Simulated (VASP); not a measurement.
Set up this calculation in VASP 6.6.1, as the native input.

| Item | Value |
| --- | --- |
| Task | single point |
| Functional | PBE |
| Potentials or basis | VASP PAW PBE potentials, release 64 (K_pv) |
| Cutoff | 500 eV |
| k mesh | 6 × 6 × 6 |
| Occupations | gaussian, width 0.05 eV |
| Spin | no spin polarisation |
| Further INCAR settings | ALGO = Fast; EDIFF = 1e-06; NBANDS = 10 |

The structure of K lies in POSCAR:

```
K
1.0
    4.3104394900      0.0000000000      0.0000000000
    0.0000000000      4.3104394900      0.0000000000
    0.0000000000      0.0000000000      4.3104394900
K
1
Cartesian
    0.0000000000      0.0000000000      0.0000000000
```

This isn't the form of K at room conditions, which is bcc.

One way to write it, as run:

INCAR

```
SYSTEM = K
PREC = Accurate
ENCUT = 500
EDIFF = 1E-6
ISMEAR = 0
SIGMA = 0.05
LREAL = .FALSE.
LASPH = .TRUE.
NELM = 60
ALGO = Fast
ISIF = 2
LWAVE = .FALSE.
LCHARG = .FALSE.
GGA = PE
NBANDS = 10
```

KPOINTS

```
regular mesh
0
G
  6 6 6
  0 0 0
```

Potentials or basis: VASP PAW PBE potentials, release 64 (K_pv).

The run is started by

```console
$ cat potpaw_PBE.64/K_pv/POTCAR > POTCAR
$ mpirun -np 1 vasp_std > vasp.out
```

It gave:

| Property | Result |
| --- | --- |
| Pressure | 0.0 GPa |
| Band gap on the k mesh | none (metal or under the smearing width) |

Run time: 8.8 s on 1 thread of Intel(R) Xeon(R) Platinum 8375C CPU @ 2.90GHz (Ice Lake), with other jobs on the host, peak memory 0.17 GiB.
